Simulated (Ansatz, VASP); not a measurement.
N: VASP beside Ansatz

```
N
1.0
     4.50061    0.00000    0.00000
    -2.25031    3.89764    0.00000
     0.00000    0.00000    7.56648
N
4
Direct
  0.33333 0.66667 0.32893
  0.33333 0.66667 0.17107
  0.66667 0.33333 0.82893
  0.66667 0.33333 0.67107
```

Change from the starting cell: strain +0.080 along x and y, +0.080 along z, atoms carried along.

Alike in both runs: task single point; functional PBEsol; k mesh 6 × 6 × 4; occupations gaussian, width 0.05 eV; no spin polarisation.

|  | VASP | Ansatz |
| --- | --- | --- |
| version | VASP 6.6.1 | Ansatz 0.2.0 |
| potentials or method | VASP PAW PBE potentials, release 64 (N) | scalar-relativistic, plane waves, PAW |
| plane-wave cutoff (eV) | 520 | 420 |
| valence electrons in the cell | 20 | 20 |

Ansatz gave:

* gap on the k mesh at the Fermi level (eV): 6.45
* least direct gap on the mesh (eV): 6.65
* pressure (GPa): -9.3
* largest component of the traceless stress (GPa): 18.66
* rms of the force components (eV/Å): 5.599

Task: Estimate VASP's values.

Result: gap on the k mesh at the Fermi level (eV): 6.42; least direct gap on the mesh (eV): 6.61; pressure (GPa): -8.9; largest component of the traceless stress (GPa): 17.73; rms of the force components (eV/Å): 5.313.

Atom by atom the forces differ by 0.286 eV/Å (rms over components).

Caveats: the standard files for N, O and F lose accuracy on very short bonds; the PAW data sets were made with another functional, which shifts forces and pressure a little (VASP). A k mesh can miss the band edges.
